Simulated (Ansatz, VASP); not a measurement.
NaF (Villiaumite): VASP beside Ansatz

The input INCAR:

```
  PREC = Accurate
  ENCUT = 520
  EDIFF = 1E-6
  ISMEAR = -1
  SIGMA = 0.02
  LREAL = False
  LASPH = True
  NELM = 100
  ALGO = Normal
  ISIF = 2
  LWAVE = False
  LCHARG = False
  GGA = PE
  NBANDS = 14
```

KPOINTS

```
regular mesh
0
Gamma
  10 10 10
```

POSCAR

```
NaF
1.0
    0.0660457016      2.2972417931      2.2972417931
    2.2972417931      0.0660457016      2.2972417931
    2.3632874946      2.3632874946     -0.0000000001
Na F
1 1
Direct
    0.0000000000      0.0000000000      0.0000000000
    0.5000000000      0.5000000000      0.5000000000
```

Input for Ansatz:

```yaml
crystal:
  lattice:
    - [0.0660457016, 2.2972417931, 2.2972417931]
    - [2.2972417931, 0.0660457016, 2.2972417931]
    - [2.3632874946, 2.3632874946, -1.0e-10]
  atoms:
    - { symbol: Na, position: [0.0, 0.0, 0.0] }
    - { symbol: F, position: [0.5, 0.5, 0.5] }
kpoints:
  mp_grid: { grid: [10, 10, 10] }
  band_path:
    path:
      - [0.0, 0.0, 0.0]
      - [0.5, 0.0, 0.5]
      - [0.625, 0.25, 0.625]
      - [0.375, 0.375, 0.75]
      - [0.5, 0.5, 0.5]
      - [0.5, 0.25, 0.75]
      - [-0.002604, 0.0, 0.0]
    npoints: 1
hamiltonian:
  xc: pbe
scf:
  occupations: { method: fermi_dirac, width: 0.02 }
  n_extra_bands: 4
output:
  forces: true
  stress: true
  eigenvalues: true
```

Change from the starting cell: shear_xy strain +5.8%.

Alike in both runs: task single point; functional PBE; k mesh 10 × 10 × 10; occupations fermi-dirac, width 0.02 eV; no spin polarisation.

|  | VASP | Ansatz |
| --- | --- | --- |
| version | VASP 6.6.1 | Ansatz 0.2.0 |
| potentials or method | VASP PAW PBE potentials, release 64 (Na_pv, F) | plane waves, PAW |
| plane-wave cutoff (eV) | 520 | 420 |
| valence electrons in the cell | 14 | 16 |

|  | VASP | Ansatz | Ansatz less VASP |
| --- | --- | --- | --- |
| gap on the k mesh at the Fermi level (eV) | 6.35 | 6.36 | +0.017 |
| pressure (GPa) | 3.5 | 3.6 | +0.11 |
| largest component of the traceless stress (GPa) | 1.56 | 1.57 | +0.010 |

The two sets of potentials don't hold the same shells in valence.

A k mesh can miss the band edges.
